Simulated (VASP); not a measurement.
BN: single point with PBE

Crystal: BN.

```
N B
1.0
     2.49824    0.00000    0.00000
    -1.24912    2.16354    0.00000
     0.00000    0.00000    6.63570
N B
2 2
Direct
  0.66667 0.33333 0.25000
  0.33333 0.66667 0.75000
  0.66667 0.33333 0.75000
  0.33333 0.66667 0.25000
```

* Program: VASP 6.6.1
* Task: single point
* Functional: PBE
* Potentials or basis: VASP PAW PBE potentials, release 64 (N, B)
* Cutoff: 500 eV
* k mesh: 12 × 12 × 4
* Occupations: gaussian, width 0.02 eV
* Spin: no spin polarisation

```json
{
 "Pressure": "5.1 GPa",
 "Band gap on the k mesh": "4.29 eV, indirect (least direct gap 4.66 eV)"
}
```

Stress tensor (GPa, compression positive):
```
6.27 0.00 0.00
0.00 6.27 0.00
0.00 0.00 2.75
```

Levels at points of the mesh, in eV from the valence-band top:
```tsv
k point	band 6	band 7	band 8	band 9	band 10	band 11
(0.00, 0.00, 0.00)	-1.32	-1.28	-1.28	5.27	10.35	11.61
(0.50, 0.00, 0.00)	-4.09	-1.45	-0.43	4.29	5.66	9.60
(0.00, 0.00, 0.50)	-1.30	-1.30	-1.30	7.64	7.64	11.67
(0.50, 0.00, 0.50)	-4.12	-0.92	-0.92	4.75	4.75	9.99
```

Wall time 12 s on 1 thread of Intel(R) Xeon(R) Platinum 8488C (Sapphire Rapids), with other jobs on the host, peak memory 0.14 GiB.

Caveat: this functional lacks dispersion, which binds the layers, so the pressure and a relaxed spacing across them are unreliable. A k mesh can miss the band edges.
